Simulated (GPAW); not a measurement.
# PbS (Cmcm) in GPAW: notebook

The runs below take PbS through band structure, with optPBE-vdW, SOGGA, BEEF-vdW, WC.

All numbers are computed with GPAW 26.7.0; they aren't measurements. Logs are shortened: lines on timing, memory, paths and dates and some standing lists are left out, and cuts for length are marked. The log counts tension as positive stress, the text compression.

## (1) The structure

The structure is orthorhombic, space group Cmcm (No. 63). Conventional cell: a = 4.160 Å, b = 11.983 Å, c = 4.279 Å, α = 90.00°, β = 90.00°, γ = 90.00°. Pb (site symmetry m2m) is surrounded by 5 S at 2.69 to 2.99 Å. S (site symmetry m2m) has 5 Pb at 2.69 to 2.99 Å as nearest neighbours.

Measurements of this composition are mostly on another form, of space group No. 225.

## (2) Band structure, optPBE-vdW, spin-orbit coupling, no magnetisation

File run.py:

```python
import numpy as np
from ase.dft.bandgap import bandgap
from ase.io import read, write
from gpaw import GPAW, PW
from gpaw.spinorbit import soc_eigenstates

atoms = read('POSCAR')

calc = GPAW(mode=PW(600),
            xc={'name': 'optPBE-vdW', 'backend': 'libvdwxc'},
            kpts={'size': (4, 4, 4), 'gamma': True},
            occupations={'name': 'fermi-dirac', 'width': 0.05},
            nbands=33,
            convergence={'density': 1e-05, 'energy': 1e-05},
            maxiter=150,
            txt='gpaw.txt')
atoms.calc = calc
energy = atoms.get_potential_energy()
forces = atoms.get_forces()
calc.write('gs.gpw')
write('result.traj', atoms)
print(f'Energy: {energy:.6f} eV')
print('Forces (eV/A):')
print(forces.round(4))
print('Fermi level:', round(calc.get_fermi_level(), 4), 'eV')
print(f'Gap: {bandgap(calc)[0]:.4f} eV, direct: {bandgap(calc, direct=True)[0]:.4f} eV')

path = atoms.cell.bandpath('GXSRAZGYX1A1TY,ZT', npoints=100, eps=1e-4)
bs_calc = calc.fixed_density(kpts=path, symmetry='off', nbands=53,
                             convergence={'bands': 'CBM+6.0', 'eigenstates': 1e-6}, txt='bands.txt')
bs = bs_calc.band_structure()
bs.write('bs.json')
print(f'Gap on the path: {bandgap(bs_calc)[0]:.4f} eV')

soc = soc_eigenstates(bs_calc, theta=90, phi=0)
np.savetxt('soc_bands.dat', soc.eigenvalues(), fmt='%.4f')
mesh = soc_eigenstates('gs.gpw', theta=90, phi=0)
np.savetxt('soc_mesh.dat', mesh.eigenvalues(), fmt='%.4f')
print('Fermi level with spin-orbit coupling:', round(mesh.fermi_level, 4), 'eV')
```

File POSCAR:

```
PbS
1.0
    2.0799526950     -5.9912968650      0.0000000000
    2.0799526950      5.9912968650      0.0000000000
    0.0000000000      0.0000000000      4.2793209400
Pb S
2 2
Direct
    0.1305633500      0.8694366500      0.2500000000
    0.8694366500      0.1305633500      0.7500000000
    0.3547970900      0.6452029100      0.2500000000
    0.6452029100      0.3547970900      0.7500000000
```

Potentials or basis: GPAW PAW data sets (gpaw-data 1.2.1), pw.

The run is started by

```sh
$ OMP_NUM_THREADS=1 python run.py
```

gpaw.txt:

```text
__  _  _
 | _ |_)|_||  |
 |__||  | ||/\| - 26.7.0

Input parameters:
  mode=PW(ecut=600.0),
  convergence={'density': 1e-05, 'energy': 1e-05},
  kpts=MonkhorstPack(size=(4, 4, 4), gamma=True),
  maxiter=150,
  nbands=33,
  occupations=Occupations(name='fermi-dirac', width=0.05),
  xc=XC(name='optPBE-vdW', backend='libvdwxc')

Diagonalizing LCAO Hamiltonian
Converting LCAO to pw mode

             Pb
         S S
       Pb

Atoms  # Å, Bohr magnetons
|   | symbol |        x |         y |        z |    initial magnetic moments |
|---|--------|----------|-----------|----------|-----------------------------|
| 0 |     Pb | 2.079953 |  4.426809 | 1.069830 | ( 0.0000,  0.0000,  0.0000) |
| 1 |     Pb | 2.079953 | -4.426809 | 3.209491 | ( 0.0000,  0.0000,  0.0000) |
| 2 |      S | 2.079953 |  1.739907 | 1.069830 | ( 0.0000,  0.0000,  0.0000) |
| 3 |      S | 2.079953 | -1.739907 | 3.209491 | ( 0.0000,  0.0000,  0.0000) |

Unit cell  # Å
| periodic |        x |         y |        z |  lengths |     angles |
|----------|----------|-----------|----------|----------|------------|
|      yes | 2.079953 | -5.991297 | 0.000000 | 6.342069 |  90.000000 |
|      yes | 2.079953 |  5.991297 | 0.000000 | 6.342069 |  90.000000 |
|      yes | 0.000000 |  0.000000 | 4.279321 | 4.279321 | 141.709848 |

Number of symmetries: 4
Symmetry operations  # r_c * U_cc + t_c -> r_c
|   | kind |            matrix            |
|---|------|------------------------------|
| 0 |  E   |  1, 0, 0,  0, 1, 0,  0, 0, 1 |
| 1 |  C2  |  0, 1, 0,  1, 0, 0,  0, 0,-1 |
| 2 |  σ   |  0,-1, 0, -1, 0, 0,  0, 0, 1 |
| 3 |  i   | -1, 0, 0,  0,-1, 0,  0, 0,-1 |

BZ-sampling:
  Number of BZ points: 64
  Number of IBZ points: 24

  Monkhorst-Pack size: [4, 4, 4]
  Monkhorst-Pack shift: [0.125, 0.125, 0.125]

K-points  # in reciprocal-cell coordinates
|     |                                coordinates |     weight |
|-----|--------------------------------------------|------------|
|   0 | (  0.00000000,   0.00000000,   0.00000000) | 0.01562500 |
|   1 | (  0.00000000,   0.00000000,   0.25000000) | 0.03125000 |
|   2 | (  0.00000000,   0.00000000,   0.50000000) | 0.01562500 |
|   3 | (  0.25000000,  -0.25000000,  -0.25000000) | 0.03125000 |
|   4 | (  0.25000000,  -0.25000000,   0.00000000) | 0.03125000 |
|   5 | (  0.25000000,  -0.25000000,   0.25000000) | 0.03125000 |
|   6 | (  0.25000000,  -0.25000000,   0.50000000) | 0.03125000 |
|   7 | (  0.25000000,   0.00000000,  -0.25000000) | 0.06250000 |
|   8 | (  0.25000000,   0.00000000,   0.00000000) | 0.06250000 |
|   9 | (  0.25000000,   0.00000000,   0.25000000) | 0.06250000 |
| ... |                                            |            |
|  23 | (  0.50000000,   0.50000000,   0.50000000) | 0.01562500 |

Plane wave coefficients: 3579
Cutoff: 600.0 eV

Spin-components: 1 (collinear spins)
Bands:           33
Projectors:      22
Spin-degeneracy: 2
Datatype:        complex128

Parallelization:
  kpt:    1
  domain: 1
  band:   1

Density:
  Valence electrons: 40.0
  Components: 1
  Grid points: [36 36 25]
  Charge: 0.0  # |e|

Potential:
  Grid points: [36 36 25]

species:
  Pb:
    name:    Lead
    Z:       82.0
    valence: 14
    core:    68
    charge:  0.0  # [|e|]
    compensation charges:
      type: gauss
      rc: 0.38  # [Å]
      lmax: 2
    cutoffs:
      filter: 2.36  # [Å]
      core: 2.43  # [Å]
    projectors
    | kind |    occ | energy [eV] | rcut [Å] |
    |------|--------|-------------|----------|
    |   6s |  2.000 |     -11.969 |    1.259 |
    |   6p |  2.000 |      -3.506 |    1.275 |
    |   5d | 10.000 |     -21.211 |    1.217 |
    |    s |        |      15.243 |    1.259 |
    |    p |        |      23.705 |    1.275 |
    |    d |        |       6.001 |    1.217 |

    Using partial waves for Pb as LCAO basis

  S:
    name:    Sulfur
    Z:       16.0
    valence: 6
    core:    10
    charge:  0.0  # [|e|]
    compensation charges:
      type: gauss
      rc: 0.24  # [Å]
      lmax: 2
    cutoffs:
      filter: 1.77  # [Å]
      core: 1.66  # [Å]
    projectors
    | kind |    occ | energy [eV] | rcut [Å] |
    |------|--------|-------------|----------|
    |   3s |  2.000 |     -17.254 |    0.974 |
    |   3p |  4.000 |      -7.008 |    0.979 |
    |    s |        |       9.957 |    0.974 |
    |    p |        |      20.203 |    0.979 |
    |    d |        |       0.000 |    0.900 |

    Using partial waves for S as LCAO basis

Reference energy: -1156264.166523  # eV

eigensolver:
  PPCG
  Converge bands: occupied
  niter=2

density mixing:
  MSR1-Mixer
  Pratt-step length: 0.05
  Maximum mixing coefficient: 0.75
  Old densities: 10
  SVD Regularization: 0.005
  Good broyden scale: 1.0
  Trust region scale: 1.0
  Backstep threshold: 4.0
  History deletion threshold: 6.0
  Fourier metric: weight=20.0, sigma=0.015

occupation numbers:
  Fermi-Dirac:
    width: 0.0500  # eV

poisson solver:
  ecut: 4800.0  # eV

xc functional:
  name: vdW-optPBE with libvdwxc
  Mode: serial
  Semilocal: GGA_X_OPTPBE_VDW+LDA_C_PW with 2 nearest neighbor stencil
  Corresponding non-local functional: vdW-DF
  Local blocksize: 72 x 72 x 50
  PAW datasets: PBE

convergence criteria:
- Maximum integral of absolute [dens]ity change: 1e-05 electrons / valence electron
- Maximum [total energy] change in last 3 cyles: 1e-05 eV / valence electron
- Maximum integral of absolute [eigenst]ate change: 4e-08 eV^2 / valence electron
maximum number of iterations: 150

SCF iterations
|iter     | |      energy | eigst |  dens |
|---------|-|-------------|-------|-------|
|iter:   1| |  -88.191306 | -0.04 |       |
|iter:   2| |  -87.937616 | -1.74 | -1.13 |
|iter:   3| |  -87.185403 | -1.37 | -1.17 |
|iter:   4| |  -87.190161 | -2.51 | -1.77 |
|iter:   5| |  -87.190510 | -3.26 | -2.11 |
|iter:   6| |  -87.191225 | -4.05 | -2.42 |
|iter:   7| |  -87.191294 | -5.32 | -3.26 |
|iter:   8| |  -87.191302c| -6.37 | -3.80 |
|iter:   9| |  -87.191302c| -7.53c| -4.44 |
|iter:  10| |  -87.191302c| -7.54c| -4.99 |
|iter:  11| |  -87.191302c| -8.04c| -5.69c|

Converged in 11 steps
Energy contributions relative to reference atoms: (reference = -1156264.166523)

Energy contributions:
  Kinetic:          40.218472
  Coulomb:         -39.400618
  Zero:             -0.817661
  External:          0.000000
  Xc:              -87.191495
  Entropy:          -0.000000
  Spinorbit:         0.000000
  ----------------------------
  Free energy:     -87.191302
  Extrapolated:    -87.191302

dipole moment: (0.000007, 0.000000, 0.000007)  # |e|*Ang

Fermi level: 5.886
Eigenvalues  # (at kpt = [0.000, 0.000, 0.000])
| band index |      eig [eV] | occ [0-2] |
|------------|---------------|-----------|
|          0 |       -11.250 |     2.000 |
|        ... |               |           |
|         12 |        -1.385 |     2.000 |
|         13 |        -0.459 |     2.000 |
|         14 |         1.155 |     2.000 |
|         15 |         2.399 |     2.000 |
|         16 |         2.944 |     2.000 |
|         17 |         3.662 |     2.000 |
[... 8 lines left out ...]
|         26 |        11.368 |     0.000 |
|         27 |        12.363 |     0.000 |
|        ... |               |           |
|         32 |        15.795 |     0.000 |

Gap: 1.293 eV
Transition (v -> c):
  (s=0, k=2, n=19, [0.00, 0.00, 0.50]) -> (s=0, k=21, n=20, [0.50, 0.50, 0.00])
Direct/indirect transitions are different
Direct gap: 1.665 eV
Transition at: (s=0, k=21, n=19, [0.50, 0.50, 0.00])

Forces  # eV/Ang
|       x |        y |        z |
|---------|----------|----------|
| 0.00000 |  0.23746 |  0.00002 |  # Pb   0
| 0.00000 | -0.23746 | -0.00002 |  # Pb   1
| 0.00000 | -0.15911 | -0.00000 |  # S    2
| 0.00000 |  0.15911 |  0.00000 |  # S    3

# Writing to gs.gpw (mode='')
```

stdout:

```text
<dir> UserWarning: The angles between your unit-cell vectors are 90.0, 90.0 and 141.7 degrees.  Results may be wrong!  Please Niggli-reduce your unit-cell so that the angles are closer to 90 degrees:

  from ase.build import niggli_reduce
  niggli_reduce(atoms)

  warnings.warn(
Energy: -87.191302 eV
Forces (eV/A):
[[ 0.      0.2375  0.    ]
 [ 0.     -0.2375 -0.    ]
 [ 0.     -0.1591 -0.    ]
 [ 0.      0.1591  0.    ]]
Fermi level: 5.8855 eV
Gap: 1.2925 eV, direct: 1.6653 eV
Gap on the path: 1.1380 eV
Fermi level with spin-orbit coupling: 5.7323 eV
```

bands.txt:

```text
Diagonalizing LCAO Hamiltonian
Converting LCAO to pw mode
convergence criteria:
- Maximum integral of absolute [eigenst]ate change: 1e-06 eV^2 / valence electron
maximum number of iterations: 150

SCF iterations
|iter     | |      energy | eigst |  dens |
|---------|-|-------------|-------|-------|
[... 108 lines left out ...]
         [-0.0625    ,  0.0625    ,  0.5       ],
         [-0.125     ,  0.125     ,  0.5       ],
         [-0.1875    ,  0.1875    ,  0.5       ],
         [-0.25      ,  0.25      ,  0.5       ],
         [-0.3125    ,  0.3125    ,  0.5       ],
         [-0.375     ,  0.375     ,  0.5       ],
         [-0.4375    ,  0.4375    ,  0.5       ],
         [-0.5       ,  0.5       ,  0.5       ]])),
  maxiter=150,
  nbands=53,
  occupations=Occupations(name='fermi-dirac', width=0.05),
  symmetry=Symmetry(point_group=False, time_reversal=False),
  xc=XC(name='optPBE-vdW', backend='libvdwxc')
```

Run time: 5.3 min. Hardware: 1 thread of Arm Neoverse V1, shared host; peak memory 0.76 GiB.

What came out:

```yaml
Free_energy: -87.1913 eV
Largest_force: 0.237 eV/Å
Band_gap_along_the_path: 0.68 eV, direct
```

Forces in eV/Å, atoms in the order of the input:
```
Pb   0.000  0.237  0.000
Pb   0.000 -0.237  0.000
S    0.000 -0.159  0.000
S    0.000  0.159  0.000
```

Levels at the corners of the path, in eV from the valence-band top:
```
point  band 38  band 39  band 40  band 41  band 42  band 43
    Γ    -1.47    -0.55    -0.55     3.45     3.45     3.99
    X    -0.78    -0.28    -0.28     0.77     0.78     1.80
    S    -0.43    -0.42    -0.42     1.17     1.17     1.29
    R    -1.49    -1.49    -1.49     3.10     3.10     3.10
    A    -1.51    -1.50    -1.50     2.73     2.73     3.15
    Z    -0.17    -0.17    -0.17     1.29     1.29     1.29
    Γ    -1.47    -0.55    -0.55     3.45     3.45     3.99
    Y    -1.36    -0.51    -0.51     0.85     0.85     4.12
   X1    -0.78    -0.28    -0.28     0.77     0.78     1.80
   A1    -1.51    -1.50    -1.50     2.73     2.73     3.15
    T    -0.57    -0.57    -0.57     1.32     1.32     1.33
    Y    -1.36    -0.51    -0.51     0.85     0.85     4.12
    Z    -0.17    -0.17    -0.17     1.29     1.29     1.29
    T    -0.57    -0.57    -0.57     1.32     1.32     1.33
```

Caveat: the k mesh is coarse; spin-orbit coupling was added after a scalar SCF, so levels and gaps hold it while energy, forces, pressure and moments don't; this program's spin-orbit splittings come out too wide for heavy elements; the PAW data sets were made with another functional, which shifts forces and pressure a little; the program warned that so skewed a cell can give wrong results.

(Continued in part 2 of 3.)
